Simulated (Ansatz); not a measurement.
# Zn: strong compression

One table from this session's results is given with a row withheld; the runs are named, their logs left out.

Program: Ansatz 0.2.0. Level of theory: DFT PBE, with the methods named in each step. These are calculated values, not measurements.

**The structure to begin with**

Symmetry: P6/mmm, No. 191, hexagonal system. The conventional cell has a = 2.685 Å, b = 2.685 Å, c = 2.524 Å, α = 90.00°, β = 90.00°, γ = 120.00°. Zn (site symmetry 6/mmm) has 8 Zn at 2.52 to 2.69 Å as nearest neighbours.

As a file:

```cif
data_structure
_symmetry_space_group_name_H-M 'P6/mmm'
_symmetry_Int_Tables_number 191
_cell_length_a 2.6851
_cell_length_b 2.6851
_cell_length_c 2.5240
_cell_angle_alpha 90.000
_cell_angle_beta 90.000
_cell_angle_gamma 120.000
_cell_volume 15.76
loop_
_atom_site_label
_atom_site_type_symbol
_atom_site_symmetry_multiplicity
_atom_site_Wyckoff_symbol
_atom_site_fract_x
_atom_site_fract_y
_atom_site_fract_z
_atom_site_occupancy
Zn1 Zn 1 a 0.00000 0.00000 0.00000 1
```

The file gives the conventional cell by its symmetry; the runs use the cell typed in the input.

Whether this phase is the stable one at these pressures isn't tested.

Set-up of the first run:

input.yaml

```yaml
crystal:
  lattice:
    - [2.6851427498, 0.0, 0.0]
    - [-1.3425713749, 2.3254018341, 0.0]
    - [0.0, 0.0, 2.5240341848]
  atoms:
    - { symbol: Zn, position: [0.0, 0.0, 0.0] }
kpoints:
  mp_grid: { grid: [16, 16, 15] }
scf:
  occupations: { method: fermi_dirac, width: 0.1 }
hamiltonian:
  xc: pbe
  pseudopotentials: { kind: paw }
output:
  forces: true
  stress: true
relax:
  f_tol: 0.005
  max_steps: 40
  cell: {}
```

On the command line:

```console
$ ansatz run input.yaml --threads 1 --pin off --max-ram 2048MiB --backend cpu --events-out ev --progress --plain --runs-dir out
```

Steps of the session up to this table: Cell relaxed at zero pressure, PAW; Volume scaled by 1, PAW; Shape and atoms relaxed at 0.88 of the volume, PAW; Volume scaled by 0.88, PAW; Shape and atoms relaxed at 0.78 of the volume, PAW; Volume scaled by 0.78, PAW; Shape and atoms relaxed at 0.68 of the volume, PAW; Volume scaled by 0.68, PAW; Shape and atoms relaxed at 0.58 of the volume, PAW; More of the same log: shape and atoms relaxed at 0.58 of the volume; Volume scaled by 0.58, PAW; Shape and atoms relaxed at 0.5 of the volume, PAW; Volume scaled by 0.5, PAW; Volume scaled by 0.5, PAW (cutoff 600 eV); Shape and atoms relaxed at 0.43 of the volume, PAW; Volume scaled by 0.43, PAW; Volume scaled by 0.43, PAW (level accurate).

One of the session's tables, all rows but one given; the rest of the session is left out.

```
              method  volume over the first  volume (Å³/atom)  pressure (GPa)
                 PAW                      1            17.613           -0.01
                 PAW                   0.88                 ?               ?
                 PAW                   0.78            13.738           19.97
                 PAW                   0.68            11.977           46.34
                 PAW                   0.58            10.216          100.17
                 PAW                    0.5             8.807          187.18
                 PAW                   0.43             7.574          333.73
 PAW (cutoff 600 eV)                    0.5             8.807          186.97
PAW (level accurate)                   0.43             7.574          334.00
```

**Question.** Estimate the row for PAW, 0.88.

The run gave: volume (Å³/atom): 15.500; pressure (GPa): 6.83. In the column «volume (Å³/atom)» it lies between PAW, 0.78 (13.738) and PAW, 1 (17.613).
